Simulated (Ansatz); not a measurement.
Pressure against volume: S

```yaml
crystal:
  lattice:
    - [0.00000, 1.99396, 1.99396]
    - [1.99396, 0.00000, 1.99396]
    - [1.99396, 1.99396, 0.00000]
  atoms:
    - { symbol: S, position: [0.00000, 0.00000, 0.00000] }
```

The structure comes from a relaxation in the same program, started in the fcc type, and has space group Fm-3m. Whether it is a known phase or the ground state wasn't checked.

Levels of theory: DFT, PBE, all-electron LAPW, scalar-relativistic (Ansatz 0.2.0); DFT, PBE, PAW with Ansatz's default frozen-core files, scalar-relativistic (Ansatz 0.2.0).

For LAPW: a Γ-centred 16×16×16 k mesh, Fermi–Dirac smearing of 0.03 eV, basis error target 1 meV/atom, no spin polarisation. PAW takes a cutoff of 420 eV at this cell. The Ansatz runs share mesh, smearing and spin set-up. Plane-wave (PAW) pressures include the program's estimate of the Pulay term.

The cell above is scaled evenly, with fractional coordinates and shape held.

**Question.** Estimate the equilibrium volume and bulk modulus that full-potential LAPW gives for this fixed shape.

**Answer.** V0 = 15.87 Å³/atom, B0 = 81 GPa, B0′ = 4.3, from a third-order Birch–Murnaghan fit to these pressures:
```json
{"V/V(cell)": "0.9500", "V (Å³/atom)": "15.063", "P, LAPW (GPa)": "4.75", "P, PAW (GPa)": "4.69"}
{"V/V(cell)": "0.9750", "V (Å³/atom)": "15.459", "P, LAPW (GPa)": "2.26", "P, PAW (GPa)": "2.20"}
{"V/V(cell)": "1.0000", "V (Å³/atom)": "15.855", "P, LAPW (GPa)": "0.07", "P, PAW (GPa)": "0.02"}
{"V/V(cell)": "1.0250", "V (Å³/atom)": "16.252", "P, LAPW (GPa)": "-1.84", "P, PAW (GPa)": "-1.89"}
{"V/V(cell)": "1.0500", "V (Å³/atom)": "16.648", "P, LAPW (GPa)": "-3.52", "P, PAW (GPa)": "-3.56"}
```

PAW's V0 lies -0.06 % from the all-electron value and its B0 0.0 %. Symmetry fixes shape and coordinates here, so this is the relaxed modulus.
